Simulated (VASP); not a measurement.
# LaH3 (Fm-3m) in VASP: a series of runs

The runs below take LaH3 through single point, with PBEsol+D4.

Program: VASP 6.6.1. These are calculated values, not measurements. Logs are shortened: lines on timing, memory, paths and dates and some standing lists are left out, and cuts for length are marked.

### 1 The structure

The structure is cubic, space group Fm-3m (No. 225). The conventional cell has a = 5.573 Å, b = 5.573 Å, c = 5.573 Å, α = 90.00°, β = 90.00°, γ = 90.00°. La (site symmetry m-3m) is surrounded by 8 H at 2.41 Å. H (site symmetry m-3m) has 8 H at 2.41 Å as nearest neighbours. H (site symmetry -43m) has 4 H at 2.41 Å and 4 La at 2.41 Å as nearest neighbours.

The cell comes from a database or a generator and needn't be the stable form of this composition.

### 2 Single point, PBEsol+D4, non-collinear spin, zero start, spin-orbit coupling

File INCAR:

```
PREC = Accurate
ENCUT = 520
EDIFF = 1E-7
ISMEAR = 0
SIGMA = 0.2
LREAL = False
LASPH = True
NELM = 150
ALGO = Fast
ISIF = 2
LWAVE = False
LCHARG = False
MAGMOM = 0 0 0 0 0 0 0 0 0 0 0 0
LORBIT = 11
LSORBIT = True
GGA_COMPAT = False
LORBMOM = True
LMAXMIX = 6
GGA = PS
IVDW = 13
NBANDS = 28
```

File KPOINTS:

```
regular mesh
0
Gamma
  9 9 9
```

File POSCAR:

```
LaH3
1.0
    0.0000000000      2.7864794500      2.7864794500
    2.7864794500      0.0000000000      2.7864794500
    2.7864794500      2.7864794500      0.0000000000
La H
1 3
Direct
    0.0000000000      0.0000000000      0.0000000000
    0.5000000000      0.5000000000      0.5000000000
    0.7499999991      0.7499999991      0.7499999991
    0.2499999991      0.2499999991      0.2499999991
```

Potentials or basis: VASP PAW PBE potentials, release 64 (La, H).

Launch:

```
$ cat potpaw_PBE.64/La/POTCAR potpaw_PBE.64/H/POTCAR > POTCAR
$ mpirun -np 1 vasp_ncl > vasp.out
```

OUTCAR:

```text
PREC = Accurate
   ENCUT = 520
   EDIFF = 1E-7
   ISMEAR = 0
   LREAL = False
   LASPH = True
   NELM = 150
   ISIF = 2
   LORBIT = 11
   LSORBIT = True
   GGA = PS
   IVDW = 13

 ion  position               nearest neighbor table
   1  0.000  0.000  0.000-
   2  0.500  0.500  0.500-
   3  0.750  0.750  0.750-
   4  0.250  0.250  0.250-

  LATTYP: Found a face centered cubic cell.
 ALAT       =     5.5729589000

  Lattice vectors:

 A1 = (   0.0000000000,   2.7864794500,   2.7864794500)
 A2 = (   2.7864794500,   0.0000000000,   2.7864794500)
 A3 = (   2.7864794500,   2.7864794500,   0.0000000000)

Analysis of symmetry for initial positions (statically):
=====================================================================
 Subroutine PRICEL returns:
 Original cell was already a primitive cell.

 Routine SETGRP: Setting up the symmetry group for a
 face centered cubic supercell.

 Subroutine GETGRP returns: Found 48 space group operations
 (whereof 48 operations were pure point group operations)
 out of a pool of 48 trial point group operations.

The static configuration has the point symmetry O_h .

Analysis of symmetry for dynamics (positions and initial velocities):
=====================================================================
 Subroutine PRICEL returns:
 Original cell was already a primitive cell.

 Routine SETGRP: Setting up the symmetry group for a
 face centered cubic supercell.

 Subroutine GETGRP returns: Found 48 space group operations
 (whereof 48 operations were pure point group operations)
 out of a pool of 48 trial point group operations.

The dynamic configuration has the point symmetry O_h .

Analysis of structural, dynamic, and magnetic symmetry:
=====================================================================
 Subroutine PRICEL returns:
 Original cell was already a primitive cell.

 Routine SETGRP: Setting up the symmetry group for a
 face centered cubic supercell.

 Subroutine GETGRP returns: Found 48 space group operations
 (whereof 48 operations were pure point group operations)
 out of a pool of 48 trial point group operations.

The overall configuration has the point symmetry O_h .

 Subroutine INISYM returns: Found 48 space group operations
 (whereof 48 operations are pure point group operations),
 and found     1 'primitive' translations

----------------------------------------------------------------------------------------

                                     Primitive cell

  volume of cell :      43.2711

  direct lattice vectors                    reciprocal lattice vectors
     0.000000000  2.786479450  2.786479450    -0.179437892  0.179437892  0.179437892
     2.786479450  0.000000000  2.786479450     0.179437892 -0.179437892  0.179437892
     2.786479450  2.786479450  0.000000000     0.179437892  0.179437892 -0.179437892

  length of vectors
     3.940677029  3.940677029  3.940677029     0.310795547  0.310795547  0.310795547

  position of ions in fractional coordinates (direct lattice)
     0.000000000  0.000000000  0.000000000
     0.500000000  0.500000000  0.500000000
     0.749999999  0.749999999  0.749999999
     0.249999999  0.249999999  0.249999999

  ion indices of the primitive-cell ions
   primitive index   ion index
                 1           1
                 2           2
                 3           3
                 4           4

----------------------------------------------------------------------------------------

 KPOINTS: regular mesh

Automatic generation of k-mesh.
[... 118 lines left out ...]
  free energy    TOTEN  =       -17.98312926 eV

  energy without entropy =      -17.98045746  energy(sigma->0) =      -17.98179336

 E-fermi :   7.5891     XC(G=0): -10.1907

 val. band max:        7.4642317428   @ k =   0.1111   0.0000   0.0000
 cond. band min:       7.7108793461   @ k =   0.4444   0.0000   0.0000
 fundamental gap:      0.2466476033
 Fermi energy:         7.5890751560

 k-point     1 :       0.0000    0.0000    0.0000
  band No.  band energies     occupation
      1     -25.6925      1.00000
      2     -25.6925      1.00000
      3     -10.5979      1.00000
      4     -10.5979      1.00000
      5      -8.1660      1.00000
      6      -8.1660      1.00000
[... 685 lines left out ...]
     25       9.4262      0.00000
     26       9.4262      0.00000

 [... further k-points ...]

 [bands above 26 left out]

------------------------ aborting loop because EDIFF is reached ----------------------------------------

  DFT-D4 for vdW energy calculation

  Edisp (eV):   -0.52504

  FORCE on cell =-STRESS in cart. coord.  units (eV):
  Direction    XX          YY          ZZ          XY          YZ          ZX
  --------------------------------------------------------------------------------------
  -------------------------------------------------------------------------------------
  Total      -1.44935    -1.44935    -1.44935    -0.00000    -0.00000     0.00000
  in kB     -53.66424   -53.66424   -53.66424    -0.00000    -0.00000     0.00000
  external pressure =      -53.66 kB  Pullay stress =        0.00 kB

 VOLUME and BASIS-vectors are now :
 -----------------------------------------------------------------------------
  energy-cutoff  :      520.00
  volume of cell :       43.27
      direct lattice vectors                 reciprocal lattice vectors
     0.000000000  2.786479450  2.786479450    -0.179437892  0.179437892  0.179437892
     2.786479450  0.000000000  2.786479450     0.179437892 -0.179437892  0.179437892
     2.786479450  2.786479450  0.000000000     0.179437892  0.179437892 -0.179437892

 POSITION                                       TOTAL-FORCE (eV/Angst)
 -----------------------------------------------------------------------------------
      0.00000      0.00000      0.00000         0.000000     -0.000000     -0.000000
      2.78648      2.78648      2.78648         0.000000     -0.000000      0.000000
      4.17972      4.17972      4.17972         0.000000      0.000000      0.000000
      1.39324      1.39324      1.39324        -0.000000     -0.000000     -0.000000
 -----------------------------------------------------------------------------------
    total drift:                                0.000000      0.000000      0.000000

  FREE ENERGIE OF THE ION-ELECTRON SYSTEM (eV)
  ---------------------------------------------------
  free  energy   TOTEN  =       -18.5081690212 eV

  energy  without entropy=      -18.5054972278  energy(sigma->0) =      -18.50683312

 orbital moment (x)

 # of ion     p       d       f       tot
 ------------------------------------------------
  1         0.000  -0.000   0.000   0.000
  2        -0.000   0.000   0.000  -0.000
  3         0.000   0.000   0.000   0.000
  4         0.000   0.000   0.000   0.000
 ------------------------------------------------
            0.000  -0.000   0.000   0.000

 orbital moment (y)

 # of ion     p       d       f       tot
 ------------------------------------------------
  1         0.000   0.000   0.000   0.000
  2        -0.000   0.000   0.000  -0.000
  3        -0.000   0.000   0.000  -0.000
  4         0.000   0.000   0.000   0.000
 ------------------------------------------------
            0.000   0.000   0.000   0.000

 orbital moment (z)

 # of ion     p       d       f       tot
 ------------------------------------------------
  1         0.000   0.000   0.000   0.000
  2         0.000   0.000   0.000   0.000
  3         0.000   0.000   0.000   0.000
  4         0.000   0.000   0.000   0.000
 ------------------------------------------------
            0.000   0.000   0.000   0.000

 Spin-Orbit-Coupling matrix elements

 Ion:    1  E_soc:     -0.5860217
 l=   1
     0.0000000    -0.0966966    -0.0966966
    -0.0966966     0.0000000    -0.0966966
    -0.0966966    -0.0966966     0.0000000
 l=   2
     0.0000000    -0.0002220     0.0000000    -0.0002220    -0.0006376
    -0.0002220     0.0000000    -0.0004782    -0.0002220    -0.0001594
     0.0000000    -0.0004782     0.0000000    -0.0004782     0.0000000
    -0.0002220    -0.0002220    -0.0004782     0.0000000    -0.0001594
    -0.0006376    -0.0001594     0.0000000    -0.0001594     0.0000000
 l=   3
     0.0000000    -0.0000086     0.0000000     0.0000000     0.0000000    -0.0000121    -0.0000899
    -0.0000086     0.0000000    -0.0000143     0.0000000    -0.0000143    -0.0000228    -0.0000086
     0.0000000    -0.0000143     0.0000000    -0.0000672    -0.0000013    -0.0000119     0.0000000
     0.0000000     0.0000000    -0.0000672     0.0000000    -0.0000672     0.0000000     0.0000000
[... 49 lines left out ...]
 l=   2
     0.0000000     0.0000000     0.0000000     0.0000000     0.0000000
     0.0000000     0.0000000     0.0000000     0.0000000     0.0000000
     0.0000000     0.0000000     0.0000000     0.0000000     0.0000000
     0.0000000     0.0000000     0.0000000     0.0000000     0.0000000
     0.0000000     0.0000000     0.0000000     0.0000000     0.0000000
 l=   3
     0.0000000     0.0000000     0.0000000     0.0000000     0.0000000     0.0000000     0.0000000
     0.0000000     0.0000000     0.0000000     0.0000000     0.0000000     0.0000000     0.0000000
     0.0000000     0.0000000     0.0000000     0.0000000     0.0000000     0.0000000     0.0000000
     0.0000000     0.0000000     0.0000000     0.0000000     0.0000000     0.0000000     0.0000000
     0.0000000     0.0000000     0.0000000     0.0000000     0.0000000     0.0000000     0.0000000
     0.0000000     0.0000000     0.0000000     0.0000000     0.0000000     0.0000000     0.0000000
     0.0000000     0.0000000     0.0000000     0.0000000     0.0000000     0.0000000     0.0000000

 total charge

# of ion       s       p       d       f       tot
--------------------------------------------------
    1        2.030   5.656   0.627   0.176   8.489
    2        0.470   0.003   0.000   0.000   0.473
    3        0.537   0.004   0.000   0.000   0.542
    4        0.537   0.004   0.000   0.000   0.542
--------------------------------------------------
tot          3.575   5.668   0.627   0.176  10.046

 magnetization (x)

# of ion       s       p       d       f       tot
--------------------------------------------------
    1       -0.000  -0.000   0.000  -0.000  -0.000
    2       -0.000   0.000   0.000   0.000  -0.000
    3        0.000   0.000   0.000   0.000   0.000
    4       -0.000   0.000   0.000   0.000  -0.000
--------------------------------------------------
tot          0.000   0.000   0.000  -0.000   0.000

 magnetization (y)

# of ion       s       p       d       f       tot
--------------------------------------------------
    1        0.000  -0.000   0.000   0.000   0.000
    2       -0.000   0.000   0.000   0.000  -0.000
    3        0.000  -0.000   0.000   0.000  -0.000
    4       -0.000   0.000   0.000   0.000  -0.000
--------------------------------------------------
tot         -0.000  -0.000   0.000   0.000  -0.000

 magnetization (z)

# of ion       s       p       d       f       tot
--------------------------------------------------
    1        0.000   0.000   0.000   0.000   0.000
    2       -0.000  -0.000   0.000   0.000  -0.000
    3        0.000  -0.000   0.000   0.000  -0.000
    4       -0.000  -0.000   0.000   0.000  -0.000
--------------------------------------------------
tot         -0.000  -0.000   0.000   0.000  -0.000
```

Run time: 5.1 min. Hardware: 1 thread of Intel Xeon 6975P-C (Granite Rapids), shared host; peak memory 0.36 GiB.

Results:

* Free energy: -18.5082 eV
* Pressure: -5.4 GPa
* Net moment: 0.00 μB per cell
* Valence electrons inside the program's atomic spheres: La 8.49; H 0.47, 0.54
* Dispersion energy per atom: -0.131 eV

Moments on the atoms (μB; x, y, z):
```
La  0.00 0.00 0.00
H   0.00 0.00 0.00
H   0.00 0.00 0.00
H   0.00 0.00 0.00
```

Caveat: the PAW data sets were made with another functional, which shifts forces and pressure a little.

### 3 Single point, PBEsol+D4

File INCAR:

```
SYSTEM = LaH3
PREC = Accurate
ENCUT = 520
EDIFF = 1E-6
ISMEAR = 0
SIGMA = 0.2
LREAL = .False.
LASPH = .True.
NELM = 100
ALGO = Fast
ISIF = 2
LWAVE = .False.
LCHARG = .True.
GGA = PS
IVDW = 13
LELF = .True.
LVHAR = .True.
NBANDS = 15
```

File KPOINTS:

```
regular mesh
0
Gamma
  9 9 9
  0 0 0
```

POSCAR is that of step 2.

Potentials or basis: VASP PAW PBE potentials, release 64 (La, H).

Launch:

```
$ cat potpaw_PBE.64/La/POTCAR potpaw_PBE.64/H/POTCAR > POTCAR
$ mpirun -np 1 vasp_std > vasp.out
```

It took 38 s on 1 thread of Intel Xeon 6975P-C (Granite Rapids), shared host; peak memory 0.18 GiB.

It converged, with:

```yaml
Free_energy: -18.2168 eV
Pressure: -5.5 GPa
Band_gap_on_the_k_mesh: none (metal or under the smearing width)
Dispersion_energy_per_atom: -0.131 eV
```

Levels at points of the mesh, in eV from the Fermi level:
```
           k point  band 4  band 5  band 6  band 7  band 8  band 9  band 10  band 11
(0.00, 0.00, 0.00)  -16.53   -8.01   -2.89    0.31    0.31    0.31     0.56     1.36
```

Caveat: the PAW data sets were made with another functional, which shifts forces and pressure a little; pairwise dispersion overbinds metals, which lowers pressure and volume. The run has no spin-orbit coupling, so splittings on La are missing.
